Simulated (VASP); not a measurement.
The system is Cu.

```
Cu
1.0
    -1.44279    1.44279    1.37608
     1.44279   -1.44279    1.37608
     1.44279    1.44279   -1.37608
Cu
1
Cartesian
  0.0000 0.0000 0.0000
```

This isn't the form of Cu at room conditions, which is fcc.

```yaml
Program: VASP 6.6.1
Task: relaxation of cell and atoms
Functional: PBEsol
Potentials_or_basis: VASP PAW PBE potentials, release 64 (Cu)
Cutoff: 600 eV
k_mesh: 12 × 12 × 12
Occupations: fermi-dirac, width 0.05 eV
Spin: no spin polarisation
```

At the start: pressure -0.7 GPa; volume 11.46 Å³/atom.

Where does the relaxation end?

Over 9 steps the energy falls by 2.6 meV/atom and the volume is 11.42 Å³/atom (-0.3 %); space group I4/mmm (No. 139, to 0.05 Å).

Step by step:
```
step  energy change (eV)  largest force (eV/Å)  pressure (GPa)  volume (Å³)
   1              0.0000                0.0000           -0.73        11.46
   2             -0.0006                0.0000            0.68        11.37
   3             -0.0006                0.0000            0.67        11.36
   4             -0.0011                0.0000            0.65        11.36
   5             -0.0023                0.0000            0.39        11.37
   6             -0.0017                0.0000            0.90        11.37
   7             -0.0026                0.0000            1.06        11.37
   8             -0.0024                0.0000           -1.32        11.50
   9             -0.0026                0.0000           -0.01        11.42
```

Final structure:
```xyz
1
Lattice="-1.4621 1.4621 1.3357 1.4621 -1.4621 1.3357 1.4621 1.4621 -1.3357" Properties=species:S:1:pos:R:3 pbc="T T T"
Cu    0.0000    0.0000    0.0000
```

Caveat: the PAW data sets were made with another functional, which shifts forces and pressure a little.
